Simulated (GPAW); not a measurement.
Wanted: an ASE script for a GPAW 26.7.0 run.

```
Task                : magnons
Functional          : LDA
Potentials or basis : the program's PAW data sets (release 1.2.1) made for this functional
Cutoff              : 400 eV
Basis               : pw
k mesh              : 7 × 7 × 7
Occupations         : fermi-dirac, width 0.05 eV
Spin                : collinear spin, ferromagnetic start
Starting moments    : [5.0, 0.0] μB
Lines               : 2
Response ecut       : 150 eV
Maxiter             : 150
Response k mesh     : 8 × 8 × 8
Response bands      : 28
Sites               : [0]
Site radius         : 1.06
```

The structure of MnSi lies in POSCAR:

```
MnSi
1.0
    0.0000000000      2.5767906073      2.5767906073
    2.5767906073      0.0000000000      2.5767906073
    2.5767906073      2.5767906073      0.0000000000
Mn Si
1 1
Direct
    0.0000000000      0.0000000000      0.0000000000
    0.2500000000      0.2500000000      0.2500000000
```

The cell was built by a generator and needn't be a form met in nature.

One way to write it, as run:

run.py

```python
import numpy as np
from ase.dft.bandgap import bandgap
from ase.io import read, write
from gpaw import GPAW, PW
from gpaw.response import ResponseContext, ResponseGroundStateAdapter
from gpaw.response.chiks import ChiKSCalculator
from gpaw.response.heisenberg import calculate_fm_magnon_energies
from gpaw.response.localft import LocalFTCalculator
from gpaw.response.mft import IsotropicExchangeCalculator
from gpaw.response.site_kernels import SphericalSiteKernels

atoms = read('POSCAR')
atoms.set_initial_magnetic_moments([5.0, 0.0])

calc = GPAW(mode=PW(400),
            xc='LDA',
            kpts={'size': (7, 7, 7), 'gamma': True},
            occupations={'name': 'fermi-dirac', 'width': 0.05},
            nbands=20,
            convergence={'density': 0.0001},
            maxiter=150,
            txt='gpaw.txt')
atoms.calc = calc
energy = atoms.get_potential_energy()
calc.write('gs.gpw')
write('result.traj', atoms)
print(f'Energy: {energy:.6f} eV')
print('Moments:', calc.get_magnetic_moments().round(3))
print('Fermi level:', round(calc.get_fermi_level(), 4), 'eV')
print(f'Gap: {bandgap(calc)[0]:.4f} eV, direct: {bandgap(calc, direct=True)[0]:.4f} eV')

dense = calc.fixed_density(kpts={'size': (8, 8, 8), 'gamma': True},
                           nbands=34, convergence={'bands': 28, 'eigenstates': 1e-12},
                           update_fermi_level=True, maxiter=300, txt='dense.txt')
dense.write('dense.gpw', mode='all')

sites = [0]
moments = calc.get_magnetic_moments()[sites]
q_qc = np.array([[0.0, 0.0, 0.0], [0.125, 0.0, 0.0], [0.25, 0.0, 0.0], [0.5, 0.0, 0.0], [0.125, 0.125, 0.0], [0.25, 0.25, 0.0], [0.5, 0.5, 0.0]])
gs = ResponseGroundStateAdapter.from_gpw_file('dense.gpw')
context = ResponseContext(txt='mft.txt')
chiks = ChiKSCalculator(gs, context, ecut=150, nbands=28, gammacentered=True)
exchange = IsotropicExchangeCalculator(chiks, LocalFTCalculator.from_rshe_parameters(gs, context))
kernels = SphericalSiteKernels(atoms.positions[sites], [[1.06] * len(sites)])
J_qab = np.array([exchange(q_c, kernels)[..., 0] for q_c in q_qc])
E_qn = calculate_fm_magnon_energies(J_qab, q_qc, moments)
np.savetxt('exchange.dat', np.c_[q_qc, 1000 * J_qab.real.reshape((len(q_qc), -1))], fmt='%.4f')
np.savetxt('magnons.dat', np.c_[q_qc, 1000 * E_qn.real], fmt='%.4f')
for q_c, E_n in zip(q_qc, E_qn):
    print(q_c.round(4), 'magnon energies (meV):', (1000 * E_n.real).round(2))
```

Potentials or basis: the program's PAW data sets (release 1.2.1) made for this functional, pw.

Run with:

```console
$ OMP_NUM_THREADS=1 python run.py
```

It gave:

The band gap on the k mesh is none (metal or under the smearing width) and the net moment is 2.06 μB per cell. The site moments are Mn +2.11; Si -0.10 μB.

Caveat: the number of bands moves the energies at small q by some ten meV; the exchange constants hang on this mesh and on the site radius; magnon energies are noisy on this mesh.

Run time: 2.1 min on 1 thread of Arm Neoverse V2, with other jobs on the host, peak memory 0.37 GiB.
